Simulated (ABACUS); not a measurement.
Crystal: MoS2.

```
Mo S
1.0
     3.22746    0.00000    0.00000
    -1.61373    2.79507    0.00000
     0.00000    0.00000    6.31247
Mo S
1 2
Direct
  0.00000 0.00000 0.50000
  0.66667 0.33333 0.74468
  0.33333 0.66667 0.25532
```

Measurements of this composition are mostly on another form, of space group No. 194.

| Quantity | Value |
| --- | --- |
| Program | ABACUS 3.10.1 |
| Task | single point |
| Functional | PBE |
| Potentials or basis | PseudoDojo NC SR 0.4.1 PBE standard |
| Cutoff | 1102 eV |
| Density cutoff | 4408 eV |
| Basis | plane waves |
| k mesh | 9 × 9 × 4 |
| Occupations | fermi-dirac, width 0.05 eV |
| Spin | no spin polarisation |

On this cell: pressure 1.1 GPa; largest force 0.294 eV/Å; band gap on the k mesh none (metal or under the smearing width).

The same run follows on a disturbed copy (atoms moved at random, drawn with an rms of 0.05 Å):

```xyz
3
Lattice="3.2275 0.0000 0.0000 -1.6137 2.7951 0.0000 0.0000 0.0000 6.3125" Properties=species:S:1:pos:R:3 pbc="T T T"
Mo    0.0102   -0.0511    3.1518
S     1.5961    0.9007    4.7232
S    -0.0311    1.9199    1.5943
```

What changes?

The energy (extrapolated to zero smearing) moves by +8.6 meV/atom; pressure -0.2 GPa; largest force 0.571 eV/Å; band gap on the k mesh none (metal or under the smearing width).

Forces in eV/Å, atoms in the order of the input:
```
Mo  -0.260  0.381  0.266
S    0.053  0.132 -0.119
S    0.207 -0.512 -0.146
```

Stress tensor (GPa, compression positive):
```
 0.21 -0.43 -0.66
-0.43 -1.68  2.75
-0.66  2.75  0.76
```

Caveats: this functional lacks dispersion, which binds the layers, so the pressure and a relaxed spacing across them are unreliable (some runs).
